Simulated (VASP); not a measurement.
Output of a VASP run:

**OSZICAR**
```
       N       E                     dE             d eps       ncg     rms          rms(c)
DAV:   1     0.545725509322E+03    0.54573E+03   -0.16597E+04 36680   0.149E+03
DAV:   2     0.423705130313E+02   -0.50335E+03   -0.42943E+03 23341   0.458E+02
DAV:   3    -0.433283192699E+02   -0.85699E+02   -0.83734E+02 25068   0.969E+01
DAV:   4    -0.458743566559E+02   -0.25460E+01   -0.25401E+01 25534   0.167E+01
DAV:   5    -0.458890543010E+02   -0.14698E-01   -0.14696E-01 25504   0.129E+00    0.136E+01
DAV:   6    -0.412458082415E+02    0.46432E+01   -0.76839E-01 35778   0.280E+01    0.424E+00
DAV:   7    -0.412222139494E+02    0.23594E-01   -0.92212E-01 25075   0.262E+00    0.285E+00
DAV:   8    -0.411720657042E+02    0.50148E-01   -0.78731E-02 29806   0.146E+00    0.911E-01
DAV:   9    -0.411606992346E+02    0.11366E-01   -0.70425E-03 30939   0.101E+00    0.159E-01
DAV:  10    -0.411610968381E+02   -0.39760E-03   -0.21111E-03 25246   0.151E-01    0.627E-02
DAV:  11    -0.411610776721E+02    0.19166E-04   -0.53153E-05 26355   0.437E-02    0.281E-02
DAV:  12    -0.411610713686E+02    0.63034E-05   -0.77106E-06 27163   0.151E-02    0.405E-03
DAV:  13    -0.411610716308E+02   -0.26217E-06   -0.92706E-07 30771   0.432E-03    0.229E-03
DAV:  14    -0.411610717014E+02   -0.70593E-07   -0.16084E-07 22019   0.161E-03
   1 F= -.41161072E+02 E0= -.41161072E+02  d E =-.362981E-39
 imaginary and real dielectric function
```

OUTCAR:
```
------------------------ aborting loop because EDIFF is reached ----------------------------------------
  FORCE on cell =-STRESS in cart. coord.  units (eV):
  Direction    XX          YY          ZZ          XY          YZ          ZX
  --------------------------------------------------------------------------------------
  Total        0.0625536      0.0625536      0.0324842      0.0000000      0.0000000      0.0000000
  in kB        1.7733785      1.7733785      0.9209197      0.0000000      0.0000000      0.0000000
  external PRESSURE =       1.4892255 kB  Pullay stress =       0.0000000 kB
  volume of cell :       56.51
      direct lattice vectors                 reciprocal lattice vectors
     4.424231300  0.000000000  0.000000000     0.226027966  0.000000000  0.000000000
     0.000000000  4.424231300  0.000000000     0.000000000  0.226027966  0.000000000
     0.000000000  0.000000000  2.887258822     0.000000000  0.000000000  0.346349275
 POSITION                                       TOTAL-FORCE (eV/Angst)
 -----------------------------------------------------------------------------------
      0.00000      0.00000      0.00000         0.000000      0.000000      0.000000
      2.21212      2.21212      1.44363         0.000000      0.000000      0.000000
      1.35483      1.35483      0.00000        -0.004795     -0.004795     -0.000000
      3.56695      0.85728      1.44363        -0.004795      0.004795      0.000000
      0.85728      3.56695      1.44363         0.004795     -0.004795     -0.000000
      3.06940      3.06940      0.00000         0.004795      0.004795      0.000000
 -----------------------------------------------------------------------------------
    total drift:                               -0.000000      0.000000      0.000000
  FREE ENERGIE OF THE ION-ELECTRON SYSTEM (eV)
  ---------------------------------------------------
  free  energy   TOTEN  =       -41.1610717014 eV

  energy  without entropy=      -41.1610717014  energy(sigma->0) =      -41.16107170

 plasma frequency squared (from intraband transitions) (eV^2)
  --------------------------------------------------------------------------------------
       0.000       0.000       0.000
       0.000       0.000       0.000
       0.000       0.000       0.000

 plasma frequency squared (from interband transitions, int dw w eps(2)(w)) (eV^2)
  --------------------------------------------------------------------------------------
     710.087       0.000      -0.000       0.000       0.000       0.000
      -0.000      -0.000     710.087       0.000       0.000       0.000
       0.000       0.000       0.000       0.000     712.809       0.000
```
(Selected blocks of OUTCAR.)

**POSCAR**
```
GeO2
1
    4.4242313004     0.0000000000     0.0000000000
    0.0000000000     4.4242313004     0.0000000000
    0.0000000000     0.0000000000     2.8872588222
Ge O
2 4
Direct
  0.0000000000   0.0000000000   0.0000000000
  0.5000000000   0.5000000000   0.5000000000
  0.3062297070   0.3062297070   0.0000000000
  0.8062297070   0.1937702930   0.5000000000
  0.1937702930   0.8062297070   0.5000000000
  0.6937702930   0.6937702930   0.0000000000
```

Question: Reconstruct the remaining input files.

Answer: This is not unique; one that fits is the input of the run itself, PBEsol GGA, plane waves, VASP's PBE PAW potentials (set 64).

INCAR:
```
NEDOS = 1001   # DOS grid
GGA = PS
CSHIFT = 0.1
EDIFF = 1E-7
NELM = 100
LOPTICS = T
ISMEAR = 0   # Gaussian
ALGO = Normal   # blocked Davidson
PREC = Accurate
NBANDS = 93
SIGMA = 0.01   # width (eV)
LASPH = T
SYSTEM = GeO2
LWAVE = F
LCHARG = F
ENCUT = 520   # plane-wave cut-off (eV)
LMAXMIX = 4
LREAL = F
```

KPOINTS:
```
Automatic mesh
0
Gamma
9 9 14
0 0 0
```

POTCAR, in this order: Ge_d O (PBE.64 set). Program: vasp_std.

The dielectric response may not be converged in the k-mesh; for small gaps it tends to come out too large.

The compound is GeO2 in the rutile structure. It was relaxed first.
